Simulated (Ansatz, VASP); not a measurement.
**Ag in VASP and in Ansatz**

```
Ag
1.0
     0.00000    2.05209    2.05209
     2.05209    0.00000    2.05209
     2.05209    2.05209    0.00000
Ag
1
Cartesian
  0.0000 0.0000 0.0000
```

Alike in both runs: functional r2SCAN; k mesh 18 × 18 × 18; occupations gaussian, width 0.1 eV; no spin polarisation.

Ansatz relaxed the structure, and its values are those at the end. VASP's run is a single point on that final structure, the one shown.

```csv
,VASP,Ansatz
version,VASP 6.6.1,Ansatz 0.2.0
potentials or method,"VASP PAW PBE potentials, release 64 (Ag)","scalar-relativistic, plane waves, PAW"
plane-wave cutoff (eV),520,500
valence electrons in the cell,11,19
```

Ansatz gave:

* gap on the k mesh at the Fermi level (eV): none
* pressure (GPa): 0.0

Q: Estimate VASP's values.

A: gap on the k mesh at the Fermi level (eV): none; pressure (GPa): 0.1.

A gap of «none» marks a metal or a gap that the smearing closes. The two sets of potentials don't hold the same shells in valence.

Caveats: the PAW data sets were made with another functional, which shifts forces and pressure a little (VASP).
